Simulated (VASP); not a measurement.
# ScAl3 (Pm-3m) in VASP: settings compared

Aim: see how the results for ScAl3 move with the level of theory and the settings. Levels: PBE, PBE+D3(BJ), PBEsol. Tasks: relaxation of cell and atoms.

Program: VASP 6.6.1. These are calculated values, not measurements. Logs are shortened: lines on timing, memory, paths and dates and some standing lists are left out, and cuts for length are marked.

### 1 Starting point

It takes space group Pm-3m (No. 221, cubic). The conventional cell has a = 4.088 Å, b = 4.088 Å, c = 4.088 Å, α = 90.00°, β = 90.00°, γ = 90.00°. Around Sc (site symmetry m-3m) lie 12 Al at 2.89 Å. Al (site symmetry 4/mmm) has 4 Sc at 2.89 Å and 8 Al at 2.89 Å as nearest neighbours.

The cell is a database's computed one.

### 2 Relaxation of cell and atoms, PBE

Contents of INCAR:

```
SYSTEM = ScAl3
ALGO = Fast ; EDIFF = 1E-7
EDIFFG = -0.005 ; ENCUT = 600
GGA = PE ; IBRION = 2
ISIF = 3 ; ISMEAR = 0
LASPH = .TRUE. ; LCHARG = .FALSE.
LREAL = .FALSE. ; LWAVE = .FALSE.
NELM = 100 ; NSW = 90
PREC = Accurate ; SIGMA = 0.1
```

Contents of KPOINTS:

```
k-points
0
G
  10 10 10
  0 0 0
```

Contents of POSCAR:

```
ScAl3
1.0
    4.0878065700      0.0000000000      0.0000000000
    0.0000000000      4.0878065700      0.0000000000
    0.0000000000      0.0000000000      4.0878065700
Sc Al
1 3
Direct
    0.0000000000      0.0000000000      0.0000000000
    0.5000000000      0.0000000000      0.5000000000
    0.0000000000      0.5000000000      0.5000000000
    0.5000000000      0.5000000000      0.0000000000
```

Potentials or basis: VASP PAW PBE potentials, release 64 (Sc_sv, Al).

The run is started by

```console
cat potpaw_PBE.64/Sc_sv/POTCAR potpaw_PBE.64/Al/POTCAR > POTCAR
mpirun -np 1 vasp_std > vasp.out
```

OUTCAR:

```text
SYSTEM = ScAl3
   EDIFF = 1E-7
   EDIFFG = -0.005
   ENCUT = 600
   GGA = PE
   IBRION = 2
   ISIF = 3
   ISMEAR = 0
   LASPH = .TRUE.
   LREAL = .FALSE.
   NELM = 100
   NSW = 90
   PREC = Accurate

 ion  position               nearest neighbor table
   1  0.000  0.000  0.000-   2 2.89   3 2.89   4 2.89   2 2.89   3 2.89   3 2.89   4 2.89   3 2.89
                             2 2.89   4 2.89   2 2.89   4 2.89
   2  0.500  0.000  0.500-   1 2.89   3 2.89   4 2.89   1 2.89   4 2.89   3 2.89   4 2.89   4 2.89
                             1 2.89   3 2.89   1 2.89   3 2.89
   3  0.000  0.500  0.500-   1 2.89   2 2.89   4 2.89   1 2.89   4 2.89   1 2.89   2 2.89   1 2.89
                             2 2.89   4 2.89   4 2.89   2 2.89
   4  0.500  0.500  0.000-   1 2.89   2 2.89   3 2.89   2 2.89   3 2.89   1 2.89   2 2.89   2 2.89
                             1 2.89   3 2.89   3 2.89   1 2.89

  LATTYP: Found a simple cubic cell.
 ALAT       =     4.0878065700

  Lattice vectors:

 A1 = (   4.0878065700,   0.0000000000,   0.0000000000)
 A2 = (   0.0000000000,   4.0878065700,   0.0000000000)
 A3 = (   0.0000000000,   0.0000000000,   4.0878065700)

Analysis of symmetry for initial positions (statically):
=====================================================================
 Subroutine PRICEL returns:
 Original cell was already a primitive cell.

 Routine SETGRP: Setting up the symmetry group for a
 simple cubic supercell.

 Subroutine GETGRP returns: Found 48 space group operations
 (whereof 48 operations were pure point group operations)
 out of a pool of 48 trial point group operations.

The static configuration has the point symmetry O_h .

Analysis of symmetry for dynamics (positions and initial velocities):
=====================================================================
 Subroutine PRICEL returns:
 Original cell was already a primitive cell.

 Routine SETGRP: Setting up the symmetry group for a
 simple cubic supercell.

 Subroutine GETGRP returns: Found 48 space group operations
 (whereof 48 operations were pure point group operations)
 out of a pool of 48 trial point group operations.

The dynamic configuration has the point symmetry O_h .

 Subroutine INISYM returns: Found 48 space group operations
 (whereof 48 operations are pure point group operations),
 and found     1 'primitive' translations

----------------------------------------------------------------------------------------

                                     Primitive cell

  volume of cell :      68.3079

  direct lattice vectors                    reciprocal lattice vectors
     4.087806570  0.000000000  0.000000000     0.244629970  0.000000000  0.000000000
     0.000000000  4.087806570  0.000000000     0.000000000  0.244629970  0.000000000
     0.000000000  0.000000000  4.087806570     0.000000000  0.000000000  0.244629970

[... 113 lines left out ...]
   LHFCALC =     F    Hartree Fock is set to
   AEXX    =    0.0000 exact exchange contribution
   IVDW    =     0    specifies the selected vdW correction
   LEPSILON=     F    determine dielectric tensor
   LRPA    =     F    only Hartree local field effects (RPA)
 conjugate gradient relaxation of ions
 non-spin polarized calculation
 RMM-DIIS sequential band-by-band and
 Gauss-broadening in eV      SIGMA  =   0.10
  energy-cutoff  :      600.00
  volume of cell :       68.31
 maximum number of plane-waves:      2301
 NGX is ok and might be reduce to    36
   NGX = 17   NGY = 17   NGZ = 17

--------------------------------------- Ionic step        1  -------------------------------------------

 number of electron      20.0000002 magnetization

 Free energy of the ion-electron system (eV)
  ---------------------------------------------------
  ext. energy  EPLUGINS =         0.00000000
  ---------------------------------------------------
  free energy    TOTEN  =       -19.29800927 eV

  energy without entropy =      -19.29210550  energy(sigma->0) =      -19.29505739

------------------------ aborting loop because EDIFF is reached ----------------------------------------

  FORCE on cell =-STRESS in cart. coord.  units (eV):
  Direction    XX          YY          ZZ          XY          YZ          ZX
  --------------------------------------------------------------------------------------
  -------------------------------------------------------------------------------------
  Total        0.5092294      0.5092294      0.5092294      0.0000000      0.0000000     -0.0000000
  in kB       11.9440896     11.9440896     11.9440896      0.0000000      0.0000000     -0.0000000
  external PRESSURE =      11.9440896 kB  Pullay stress =       0.0000000 kB
[... 63 lines left out ...]
--------------------------------------- Ionic step        3  -------------------------------------------

 number of electron      20.0000000 magnetization

 Free energy of the ion-electron system (eV)
  ---------------------------------------------------
  ext. energy  EPLUGINS =         0.00000000
  ---------------------------------------------------
  free energy    TOTEN  =       -19.30130377 eV

  energy without entropy =      -19.29503168  energy(sigma->0) =      -19.29816772

 E-fermi :   7.1713     XC(G=0): -10.3660

 val. band max:        7.1153330762   @ k =   0.5000   0.1000   0.1000
 cond. band min:       7.1889525077   @ k =   0.3000   0.0000   0.0000
 fundamental gap:      0.0736194315
 Fermi energy:         7.1713365644

 k-point     1 :       0.0000    0.0000    0.0000
  band No.  band energies     occupation
      1     -41.8608      2.00000
      2     -20.5595      2.00000
      3     -20.5595      2.00000
      4     -20.5595      2.00000
      5      -2.8074      2.00000
      6       4.5504      2.00000
      7       4.5504      2.00000
      8       5.3466      2.00000
      9       5.3466      2.00000
     10       5.3466      2.00000
     11       8.4209      0.00000
     12       8.4559      0.00000
     13       8.4559      0.00000
     14       8.4559      0.00000
[... 377 lines left out ...]
      1     -41.8598      2.00000
      2     -20.5787      2.00000
      3     -20.5607      2.00000
      4     -20.5603      2.00000
      5      -1.8320      2.00000
      6       1.6459      2.00000
      7       4.2246      2.00000
      8       4.8276      2.00000
      9       6.0014      2.00000
     10       7.3860      0.00240
     11       7.7985      0.00000
     12       8.1402      0.00000
     13       9.0928      0.00000
     14       9.7222      0.00000

 [... further k-points ...]
[... 5 lines left out ...]
  --------------------------------------------------------------------------------------
  -------------------------------------------------------------------------------------
  Total        0.0026714      0.0026714      0.0026714      0.0000000      0.0000000      0.0000000
  in kB        0.0618395      0.0618395      0.0618395      0.0000000      0.0000000      0.0000000
  external PRESSURE =       0.0618395 kB  Pullay stress =       0.0000000 kB
[... 19 lines left out ...]
  FREE ENERGIE OF THE ION-ELECTRON SYSTEM (eV)
  ---------------------------------------------------
  free  energy   TOTEN  =       -19.3013037671 eV

  energy  without entropy=      -19.2950316801  energy(sigma->0) =      -19.29816772

 reached required accuracy - stopping structural energy minimisation
```

OSZICAR:

```text
N       E                     dE             d eps       ncg     rms          rms(c)
DAV:   1     0.126962276462E+03    0.12696E+03   -0.91013E+03  1568   0.145E+03
DAV:   2    -0.111199930275E+02   -0.13808E+03   -0.13610E+03  1580   0.375E+02
[... 44 lines left out ...]
RMM:   8    -0.193013072414E+02   -0.43687E-05   -0.56440E-05  1801   0.679E-02    0.101E-02
RMM:   9    -0.193013032665E+02    0.39749E-05   -0.81102E-06  1687   0.419E-02    0.276E-03
RMM:  10    -0.193013035400E+02   -0.27344E-06   -0.40459E-06  1526   0.142E-02    0.300E-03
RMM:  11    -0.193013036390E+02   -0.98993E-07   -0.12298E-06  1345   0.106E-02    0.290E-03
RMM:  12    -0.193013038150E+02   -0.17604E-06   -0.12017E-06  1378   0.111E-02    0.312E-03
RMM:  13    -0.193013037671E+02    0.47872E-07   -0.48652E-07  1250   0.104E-02
   3 F= -.19301304E+02 E0= -.19298168E+02  d E =-.329449E-02
```

CONTCAR:

```text
ScAl3
   1.00000000000000
     4.1057453344179615    0.0000000000000000   -0.0000000000000000
     0.0000000000000000    4.1057453344179615    0.0000000000000000
    -0.0000000000000000    0.0000000000000000    4.1057453344179615
  Sc              Al
     1     3
Direct
     0.0000000000000000    0.0000000000000000    0.0000000000000000
     0.5000000000000000    0.0000000000000000    0.5000000000000000
     0.0000000000000000    0.5000000000000000    0.5000000000000000
     0.5000000000000000    0.5000000000000000    0.0000000000000000

  0.00000000E+00  0.00000000E+00  0.00000000E+00
  0.00000000E+00  0.00000000E+00  0.00000000E+00
  0.00000000E+00  0.00000000E+00  0.00000000E+00
  0.00000000E+00  0.00000000E+00  0.00000000E+00
```

Run time: 82 s. Hardware: 1 thread of Intel Xeon 6975P-C (Granite Rapids), shared host; peak memory 0.25 GiB.

What came out:

```yaml
Free_energy: -19.3013 eV
Relaxed_volume: 17.30 Å³/atom
Relaxed_cell: a = 4.106 Å, b = 4.106 Å, c = 4.106 Å, α = 90.00°, β = 90.00°, γ = 90.00°
Space_group_after_relaxing_to_0.05_Å: Pm-3m (No. 221)
Energy_gained_by_relaxing: 0.8 meV/atom
Ionic_steps: 3
Pressure_after_relaxing: 0.0 GPa
Band_gap_on_the_k_mesh: none (metal or under the smearing width)
```

The path:
| step | energy change (eV) | largest force (eV/Å) | pressure (GPa) | volume (Å³) |
| --- | --- | --- | --- | --- |
| 1 | 0.0000 | 0.0000 | 1.19 | 68.31 |
| 2 | -0.0028 | 0.0000 | -0.44 | 69.57 |
| 3 | -0.0033 | 0.0000 | 0.01 | 69.21 |

Final structure:
```cif
data_structure
_symmetry_space_group_name_H-M 'P 1'
_symmetry_Int_Tables_number 1
_cell_length_a 4.1057
_cell_length_b 4.1057
_cell_length_c 4.1057
_cell_angle_alpha 90.000
_cell_angle_beta 90.000
_cell_angle_gamma 90.000
_cell_volume 69.21
loop_
_atom_site_label
_atom_site_type_symbol
_atom_site_fract_x
_atom_site_fract_y
_atom_site_fract_z
_atom_site_occupancy
Sc1 Sc 0.00000 0.00000 0.00000 1
Al1 Al 0.50000 0.00000 0.50000 1
Al2 Al 0.00000 0.50000 0.50000 1
Al3 Al 0.50000 0.50000 0.00000 1
```

Levels at points of the mesh, in eV from the Fermi level:
| k point | band 6 | band 7 | band 8 | band 9 | band 10 | band 11 | band 12 | band 13 | band 14 |
| --- | --- | --- | --- | --- | --- | --- | --- | --- | --- |
| (0.00, 0.00, 0.00) | -2.62 | -2.62 | -1.82 | -1.82 | -1.82 | 1.25 | 1.28 | 1.28 | 1.28 |
| (0.50, 0.00, 0.00) | -7.30 | -1.71 | -1.71 | -1.46 | 0.78 | 0.97 | 0.97 | 1.34 | 1.61 |
| (0.50, 0.50, 0.00) | -5.63 | -5.63 | -4.34 | -0.54 | -0.54 | 1.18 | 1.35 | 2.05 | 2.46 |
| (0.50, 0.50, 0.50) | -4.79 | -4.79 | -4.44 | -2.96 | -2.96 | -2.96 | 0.92 | 2.57 | 2.57 |

[end of part 1 of 3]
